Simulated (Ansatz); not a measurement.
Computed with DFT PBE, scalar-relativistic, plane waves, PAW in Ansatz. All cells share a 420 eV cutoff and Γ-centred k meshes spaced at most about 0.3 Å⁻¹ (2π included). No spin polarisation in the final relaxations.

Temperature and zero-point effects are left out. All come from trial cells, and lower structures may exist.

Question: Order these relaxed structures of LiF by energy, lowest first, with the energy over the lowest of them.
1.

```
CELL_PARAMETERS angstrom
2.59488 -5.24327 0.00000
2.59488 5.24327 0.00000
-1.37290 0.00000 2.72847
ATOMIC_POSITIONS crystal
Li 0.30909 0.23116 0.16869
Li 0.76884 0.69091 0.83131
Li 0.83490 0.16510 0.50000
F 0.40581 0.59419 0.50000
F 0.01123 0.98877 0.50000
F 0.67013 0.32987 0.50000
```

2.

```
CELL_PARAMETERS angstrom
5.26299 0.00000 0.00000
2.32274 4.92510 0.00000
1.98304 1.55246 4.87962
ATOMIC_POSITIONS crystal
Li 0.76391 0.99368 0.16384
Li 0.63125 0.34104 0.52909
Li 0.29891 0.90450 0.48428
Li 0.20014 0.14552 0.83618
Li 0.37107 0.62362 0.13169
Li 0.85771 0.72525 0.83723
F 0.68390 0.66488 0.23569
F 0.50700 0.81316 0.76733
F 0.09976 0.95820 0.21965
F 0.90066 0.08669 0.75705
F 0.45455 0.24452 0.31147
F 0.23115 0.49895 0.72650
```

Answer: 2 (0 meV/atom), 1 (143 meV/atom). Forms: 2 P1; 1 C2. Counting F atoms around Li (those within 1.25 times the shortest such distance or 1.15 times the sum of covalent radii; a plus sign parts nearer from farther groups; a slash parts the counts of unlike sites): cell 2 has Li 4/6; cell 1 has Li 2/3+1.

Cells relaxed within their symmetry can be saddle points. The P1 cell of LiF came from shaking the C2 one. The part of the Crystallography Open Database at hand lists LiF in space group No. 225, which no cell shown has. Some structure types and database cells were kept out of the candidates from the start, so a known form may be missing.
